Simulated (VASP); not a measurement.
# P (P2/m) in VASP: further runs

One crystal, P, is run at these levels: PBE; tasks: single point.

All numbers are computed with VASP 6.6.1; they aren't measurements. Logs are shortened: lines on timing, memory, paths and dates and some standing lists are left out, and cuts for length are marked.

## (1) The crystal as given

It takes space group P2/m (No. 10, monoclinic). Conventional cell: a = 2.425 Å, b = 2.439 Å, c = 4.852 Å, α = 90.00°, β = 90.24°, γ = 90.00°. P (site symmetry m) has 6 P at 2.42 to 2.44 Å as nearest neighbours.

This isn't the form of P at room conditions, which is orthorhombic.

## (2) Single point, PBE

File INCAR:

```
PREC = Accurate
ENCUT = 650
EDIFF = 1E-6
ISMEAR = 0
SIGMA = 0.1
LREAL = False
LASPH = True
NELM = 100
ALGO = Normal
ISIF = 2
LWAVE = False
LCHARG = False
GGA = PE
ADDGRID = False
```

File KPOINTS:

```
regular mesh
0
Gamma
  10 10 5
```

File POSCAR:

```
P
1.0
    2.4246941115      0.0000000000      0.0000000000
    0.0000000000      2.4385351442      0.0000000000
   -0.0203144631      0.0000000000      4.8524328982
P
2
Direct
   -0.0009640000     -0.0137570000      0.7520410000
    1.0088450000      0.0001830000      0.2407300000
```

Potentials or basis: VASP PAW PBE potentials, release 64 (P).

Run with:

```
$ cat potpaw_PBE.64/P/POTCAR > POTCAR
$ mpirun -np 1 vasp_std > vasp.out
```

OUTCAR:

```text
PREC = Accurate
   ENCUT = 650
   EDIFF = 1E-6
   ISMEAR = 0
   LREAL = False
   LASPH = True
   NELM = 100
   ISIF = 2
   GGA = PE

 Found    252 irreducible k-points:

 Following reciprocal coordinates:
            Coordinates               Weight
  0.000000  0.000000  0.000000      1.000000
  0.100000  0.000000 -0.000000      2.000000
  0.200000  0.000000 -0.000000      2.000000
  0.300000  0.000000 -0.000000      2.000000
  0.400000  0.000000  0.000000      2.000000
  0.500000  0.000000 -0.000000      1.000000
   k-points           NKPTS =    252   k-points in BZ     NKDIM =    252   number of bands    NBANDS=      9
   number of dos      NEDOS =    301   number of ions     NIONS =      2
   total plane-waves  NPLWV =  16000
   dimension x,y,z NGX =    20 NGY =   20 NGZ =   40
   dimension x,y,z NGXF=    40 NGYF=   40 NGZF=   80
   ions per type =               2
   NGX,Y,Z   is equivalent  to a cutoff of  13.71, 13.63, 13.70 a.u.
   NGXF,Y,Z  is equivalent  to a cutoff of  27.43, 27.27, 27.41 a.u.
 SYSTEM =  unknown system
   PREC   = accura    normal or accurate (medium, high low for compatibility)
   ISTART =      0    job   : 0-new  1-cont  2-samecut
   ICHARG =      2    charge: 1-file 2-atom 10-const
   ISPIN  =      1    spin polarized calculation?
   LNONCOLLINEAR =      F non collinear calculations
   LSORBIT =      F    spin-orbit coupling
   LASPH  =      T    aspherical Exc in radial PAW
   ENCUT  =  650.0 eV  47.77 Ry    6.91 a.u.   5.04  5.07 10.09*2*pi/ulx,y,z
   NELM   =    100;   NELMIN=  2; NELMDL= -5     # of ELM steps
   EDIFF  = 0.1E-05   stopping-criterion for ELM
   LREAL  =      F    real-space projection
   EDIFFG = 0.1E-04   stopping-criterion for IOM
   NSW    =      0    number of steps for IOM
   IBRION =     -1    ionic relax: 0-MD 1-quasi-New 2-CG
   NFREE  =      0    steps in history (QN), initial steepest desc. (CG)
   ISIF   =      2    stress and relaxation
   ISYM   =      2    0-nonsym 1-usesym 2-fastsym
   POTIM  = 0.5000    time-step for ionic-motion
   TEBEG  =    0.0;   TEEND  =   0.0 temperature during run
   PSTRESS=    0.0 pullay stress
   NELECT =      10.0000    total number of electrons
   NUPDOWN=      -1.0000    fix difference up-down
   EMIN   =  10.00;   EMAX   =-10.00  energy-range for DOS
   EFERMI =   0.00;   METHOD = LEGACY
   ISMEAR =     0;   SIGMA  =   0.10  broadening in eV -4-tet -1-fermi 0-gaus
   EFERMI_NEDOS =   21; number of points for ismear=-14 and -15
   IALGO  =     38    algorithm
   IMIX   =      4    mixing-type and parameters
     AMIX     =   0.40;   BMIX     =  1.00
     AMIX_MAG =   1.60;   BMIX_MAG =  1.00
  volume/ion in A,a.u.               =      14.35        96.81
  Fermi-wavevector in a.u.,A,eV,Ry     =   1.152107  2.177167 18.059715  1.327352
  Thomas-Fermi vector in A             =   2.288761
   LORBIT       =      0    0 simple, 1 ext, 2 COOP (PROOUT), +10 PAW based schemes
   GGA     = PE    functional components
   LHFCALC =     F    Hartree Fock is set to
   AEXX    =    0.0000 exact exchange contribution
   IVDW    =     0    specifies the selected vdW correction
   LEPSILON=     F    determine dielectric tensor
   LRPA    =     F    only Hartree local field effects (RPA)
 non-spin polarized calculation
 Gauss-broadening in eV      SIGMA  =   0.10
  energy-cutoff  :      650.00
  volume of cell :       28.69
 maximum number of plane-waves:      1102
   NGX = 11   NGY = 11   NGZ = 21

 number of electron      10.0000001 magnetization

 Free energy of the ion-electron system (eV)
  ---------------------------------------------------
  ext. energy  EPLUGINS =         0.00000000
  ---------------------------------------------------
  free energy    TOTEN  =       -10.57858765 eV

  energy without entropy =      -10.57523644  energy(sigma->0) =      -10.57691204

 E-fermi :   9.9874     XC(G=0): -11.3401

 val. band max:        9.9797014889   @ k =   0.1000   0.2000   0.4000
 cond. band min:       9.9955680816   @ k =  -0.1000   0.2000   0.4000
 fundamental gap:      0.0158665928
 Fermi energy:         9.9873662164

 k-point     1 :       0.0000    0.0000    0.0000
  band No.  band energies     occupation
      1      -6.8094      2.00000
      2      -2.3634      2.00000
      3       1.0684      2.00000
      4      14.7959      0.00000
      5      15.0216      0.00000
      6      15.0477      0.00000
      7      16.5879      0.00000
      8      16.6594      0.00000
      9      17.7334      0.00000

 k-point     2 :       0.1000    0.0000   -0.0000
  band No.  band energies     occupation
      1      -6.5774      2.00000
      2      -2.1302      2.00000
      3       1.2783      2.00000
      4      12.0001      0.00000
      5      14.9772      0.00000
      6      15.1811      0.00000
      7      15.2982      0.00000
      8      16.7842      0.00000
      9      17.8991      0.00000

 k-point     3 :       0.2000    0.0000   -0.0000
  band No.  band energies     occupation
      1      -5.8885      2.00000
      2      -1.4353      2.00000
      3       1.8938      2.00000
      4       8.4341      2.00000
      5      11.9838      0.00000
      6      15.5141      0.00000
      7      15.7475      0.00000
      8      17.2915      0.00000
      9      17.6605      0.00000

 k-point     4 :       0.3000    0.0000   -0.0000
  band No.  band energies     occupation
      1      -4.7732      2.00000
      2      -0.2972      2.00000
      3       2.8529      2.00000
      4       5.1884      2.00000
      5       8.8987      2.00000
      6      14.3445      0.00000
      7      16.3355      0.00000
      8      16.5756      0.00000
      9      18.0899      0.00000

 k-point     5 :       0.4000    0.0000    0.0000
  band No.  band energies     occupation
      1      -3.3504      2.00000
      2       1.2197      2.00000
      3       2.4624      2.00000
      4       3.9571      2.00000
      5       6.1837      2.00000
      6      11.8372      0.00000
      7      17.2454      0.00000
      8      17.4826      0.00000
      9      18.8713      0.00000

 k-point     6 :       0.5000    0.0000   -0.0000
  band No.  band energies     occupation
      1      -2.3743      2.00000
      2       1.0500      2.00000
      3       2.4701      2.00000
      4       4.5039      2.00000
      5       4.5761      2.00000
      6      10.7731      0.00000
      7      17.7108      0.00000
      8      17.9479      0.00000
      9      19.2287      0.00000

 [... further k-points ...]

------------------------ aborting loop because EDIFF is reached ----------------------------------------

  FORCE on cell =-STRESS in cart. coord.  units (eV):
  Direction    XX          YY          ZZ          XY          YZ          ZX
  --------------------------------------------------------------------------------------
  -------------------------------------------------------------------------------------
  Total        0.3802770      0.1596824      0.5171167      0.0015682     -0.0036326      0.0517582
  in kB       21.2356302      8.9170706     28.8771018      0.0875750     -0.2028533      2.8903114
  external PRESSURE =      19.6766009 kB  Pullay stress =       0.0000000 kB

 VOLUME and BASIS-vectors are now :
 -----------------------------------------------------------------------------
  energy-cutoff  :      650.00
  volume of cell :       28.69
      direct lattice vectors                 reciprocal lattice vectors
     2.424694112  0.000000000  0.000000000     0.412423157  0.000000000  0.001726589
     0.000000000  2.438535144  0.000000000     0.000000000  0.410082259  0.000000000
    -0.020314463  0.000000000  4.852432898     0.000000000  0.000000000  0.206082190

 POSITION                                       TOTAL-FORCE (eV/Angst)
 -----------------------------------------------------------------------------------
      2.40708      2.40499      3.64923         0.040304      0.054748     -0.071104
      0.01656      0.00045      1.16813        -0.040304     -0.054748      0.071104
 -----------------------------------------------------------------------------------
    total drift:                                0.000001      0.000001      0.000004

  FREE ENERGIE OF THE ION-ELECTRON SYSTEM (eV)
  ---------------------------------------------------
  free  energy   TOTEN  =       -10.5785876488 eV

  energy  without entropy=      -10.5752364364  energy(sigma->0) =      -10.57691204
```

It took 65 s on 1 thread of Intel Xeon Platinum 8259CL at 2.50GHz (Skylake/Cascade Lake), shared host; peak memory 0.19 GiB.

These settings aren't checked as converged: the numbers below hold their error.

What came out:

```
Free energy            : -10.5786 eV
Pressure               : 2.0 GPa
Largest force          : 0.098 eV/Å
Band gap on the k mesh : none (metal or under the smearing width)
```

## (3) Single point, PBE

INCAR, as its differences from that of step 2:

```diff
@@ -1,3 +1,3 @@
 PREC = Accurate
-ENCUT = 650
+ENCUT = 220
 EDIFF = 1E-6
```

File KPOINTS:

```
regular mesh
0
Gamma
  17 17 9
```

File POSCAR:

```
P
1.0
    2.4246941115      0.0000000000      0.0000000000
    0.0000000000      2.4385351442      0.0000000000
   -0.0203144631      0.0000000000      4.8524328982
P
2
Direct
    0.0000000300      0.0000000000      0.7494253600
    0.9999999700      0.0000000000      0.2505746400
```

Potentials or basis: VASP PAW PBE potentials, release 64 (P).

Run with:

```
$ cat potpaw_PBE.64/P/POTCAR > POTCAR
$ mpirun -np 1 vasp_std > vasp.out
```

Run time: 32 s. Hardware: 1 thread of Intel Xeon Platinum 8259CL at 2.50GHz (Skylake/Cascade Lake), shared host; peak memory 0.14 GiB.

The run converged, but a check on its numbers failed (symmetry, net force, bounds or a known fault of this set-up), so they aren't taken as properties of the crystal.

Caveat: the cutoff lies under the usual one of these potentials, so the numbers hold a large basis-set error.

## (4) Single point, PBE

INCAR is that of step 3.

KPOINTS is that of step 3.

File POSCAR:

```
P
1.0
    2.4246941115      0.0000000000      0.0000000000
    0.0000000000      2.4385351442      0.0000000000
   -0.0203144631      0.0000000000      4.8524328982
P
2
Direct
   -0.0009640000     -0.0137570000      0.7520410000
    1.0088450000      0.0001830000      0.2407300000
```

Run with:

```
$ cat potpaw_PBE.64/P/POTCAR > POTCAR
$ mpirun -np 1 vasp_std > vasp.out
```

It took 45 s on 1 thread of Intel Xeon Platinum 8259CL at 2.50GHz (Skylake/Cascade Lake), shared host; peak memory 0.18 GiB.

The run converged, but a check on its numbers failed (symmetry, net force, bounds or a known fault of this set-up), so they aren't taken as properties of the crystal.

Caveat: the cutoff lies under the usual one of these potentials, so the numbers hold a large basis-set error.

## (5) Single point, PBE

INCAR, as its differences from that of step 4:

```diff
@@ -1,3 +1,3 @@
 PREC = Accurate
-ENCUT = 220
+ENCUT = 460
 EDIFF = 1E-6
```

File KPOINTS:

```
regular mesh
0
Gamma
  12 12 6
```

File POSCAR:

```
P
1.0
    2.4246941115      0.0000000000      0.0000000000
    0.0000000000      2.4385351442      0.0000000000
   -0.0203144631      0.0000000000      4.8524328982
P
2
Direct
    0.0000000300      0.0000000000      0.7494253600
    0.9999999700      0.0000000000      0.2505746400
```

Potentials or basis: VASP PAW PBE potentials, release 64 (P).

Run with:

```
$ cat potpaw_PBE.64/P/POTCAR > POTCAR
$ mpirun -np 1 vasp_std > vasp.out
```

OUTCAR:

```text
PREC = Accurate
   ENCUT = 460
   EDIFF = 1E-6
   ISMEAR = 0
   LREAL = False
   LASPH = True
   NELM = 100
   ISIF = 2
   GGA = PE

 Found    266 irreducible k-points:

 Following reciprocal coordinates:
            Coordinates               Weight
  0.000000  0.000000  0.000000      1.000000
  0.083333  0.000000 -0.000000      2.000000
  0.166667  0.000000 -0.000000      2.000000
  0.250000  0.000000 -0.000000      2.000000
  0.333333  0.000000 -0.000000      2.000000
[... 153 lines left out ...]

  FORCE on cell =-STRESS in cart. coord.  units (eV):
  Direction    XX          YY          ZZ          XY          YZ          ZX
  --------------------------------------------------------------------------------------
  -------------------------------------------------------------------------------------
  Total        0.2497185      0.1821168      0.2512309      0.0000000      0.0000000      0.0518272
  in kB       13.9449101     10.1698614     14.0293699      0.0000000      0.0000000      2.8941606
  external PRESSURE =      12.7147138 kB  Pullay stress =       0.0000000 kB

 VOLUME and BASIS-vectors are now :
 -----------------------------------------------------------------------------
  energy-cutoff  :      460.00
  volume of cell :       28.69
      direct lattice vectors                 reciprocal lattice vectors
     2.424694112  0.000000000  0.000000000     0.412423157  0.000000000  0.001726589
     0.000000000  2.438535144  0.000000000     0.000000000  0.410082259  0.000000000
    -0.020314463  0.000000000  4.852432898     0.000000000  0.000000000  0.206082190

 POSITION                                       TOTAL-FORCE (eV/Angst)
 -----------------------------------------------------------------------------------
     -0.01522      0.00000      3.63654         0.000232      0.000000     -0.004159
      2.41960      0.00000      1.21590        -0.000232      0.000000      0.004159
 -----------------------------------------------------------------------------------
    total drift:                               -0.000000      0.000000     -0.000000

  FREE ENERGIE OF THE ION-ELECTRON SYSTEM (eV)
  ---------------------------------------------------
  free  energy   TOTEN  =       -10.5090007190 eV

  energy  without entropy=      -10.5039539488  energy(sigma->0) =      -10.50647733
```

stdout:

```text
POSCAR found type information on POSCAR P
 POSCAR found :  1 types and       2 ions
 scaLAPACK will be used
 LDA part: xc-table for (Slater+PW92), standard interpolation
 POSCAR, INCAR and KPOINTS ok, starting setup
 FFT: planning ... GRIDC
 FFT: planning ... GRID_SOFT
 FFT: planning ... GRID
 WAVECAR not read
 entering main loop
```

It took 34 s on 1 thread of Intel Xeon Platinum 8259CL at 2.50GHz (Skylake/Cascade Lake), shared host; peak memory 0.16 GiB.

The run converged, but some of its settings lie outside the range that counts as converged, so its numbers aren't taken as properties of the crystal.

What came out:

```
Free energy            : -10.5090 eV
Pressure               : 1.3 GPa
Largest force          : 0.004 eV/Å
Band gap on the k mesh : none (metal or under the smearing width)
```

## (6) Single point, PBE

INCAR is that of step 5.

KPOINTS is that of step 5.

File POSCAR:

```
P
1.0
    2.4246941115      0.0000000000      0.0000000000
    0.0000000000      2.4385351442      0.0000000000
   -0.0203144631      0.0000000000      4.8524328982
P
2
Direct
   -0.0009640000     -0.0137570000      0.7520410000
    1.0088450000      0.0001830000      0.2407300000
```

Potentials or basis: VASP PAW PBE potentials, release 64 (P).

Run with:

```
$ cat potpaw_PBE.64/P/POTCAR > POTCAR
$ mpirun -np 1 vasp_std > vasp.out
```

OUTCAR:

```text
PREC = Accurate
   ENCUT = 460
   EDIFF = 1E-6
   ISMEAR = 0
   LREAL = False
   LASPH = True
   NELM = 100
   ISIF = 2
   GGA = PE

 Found    436 irreducible k-points:

 Following reciprocal coordinates:
            Coordinates               Weight
  0.000000  0.000000  0.000000      1.000000
  0.083333  0.000000 -0.000000      2.000000
  0.166667  0.000000 -0.000000      2.000000
  0.250000  0.000000 -0.000000      2.000000
  0.333333  0.000000 -0.000000      2.000000
[... 151 lines left out ...]

  FORCE on cell =-STRESS in cart. coord.  units (eV):
  Direction    XX          YY          ZZ          XY          YZ          ZX
  --------------------------------------------------------------------------------------
  -------------------------------------------------------------------------------------
  Total        0.2559858      0.0589684      0.4453635     -0.0047736     -0.0129413      0.0602850
  in kB       14.2948943      3.2929467     24.8702244     -0.2665721     -0.7226729      3.3664693
  external PRESSURE =      14.1526885 kB  Pullay stress =       0.0000000 kB

 VOLUME and BASIS-vectors are now :
 -----------------------------------------------------------------------------
  energy-cutoff  :      460.00
  volume of cell :       28.69
      direct lattice vectors                 reciprocal lattice vectors
     2.424694112  0.000000000  0.000000000     0.412423157  0.000000000  0.001726589
     0.000000000  2.438535144  0.000000000     0.000000000  0.410082259  0.000000000
    -0.020314463  0.000000000  4.852432898     0.000000000  0.000000000  0.206082190

 POSITION                                       TOTAL-FORCE (eV/Angst)
 -----------------------------------------------------------------------------------
      2.40708      2.40499      3.64923         0.043399      0.062788     -0.134252
      0.01656      0.00045      1.16813        -0.043399     -0.062788      0.134252
 -----------------------------------------------------------------------------------
    total drift:                               -0.000001      0.000000     -0.000001

  FREE ENERGIE OF THE ION-ELECTRON SYSTEM (eV)
  ---------------------------------------------------
  free  energy   TOTEN  =       -10.5054091742 eV

  energy  without entropy=      -10.5019538188  energy(sigma->0) =      -10.50368150
```

stdout:

```text
POSCAR found type information on POSCAR P
 POSCAR found :  1 types and       2 ions
 scaLAPACK will be used
 LDA part: xc-table for (Slater+PW92), standard interpolation
 POSCAR, INCAR and KPOINTS ok, starting setup
 FFT: planning ... GRIDC
 FFT: planning ... GRID_SOFT
 FFT: planning ... GRID
 WAVECAR not read
 entering main loop
```

Wall time 66 s (1 thread of Intel Xeon Platinum 8259CL at 2.50GHz (Skylake/Cascade Lake), shared host); peak memory 0.19 GiB.

The run converged, but some of its settings lie outside the range that counts as converged, so its numbers aren't taken as properties of the crystal.

Results:

```yaml
Free_energy: -10.5054 eV
Pressure: 1.4 GPa
Largest_force: 0.154 eV/Å
Band_gap_on_the_k_mesh: none (metal or under the smearing width)
```
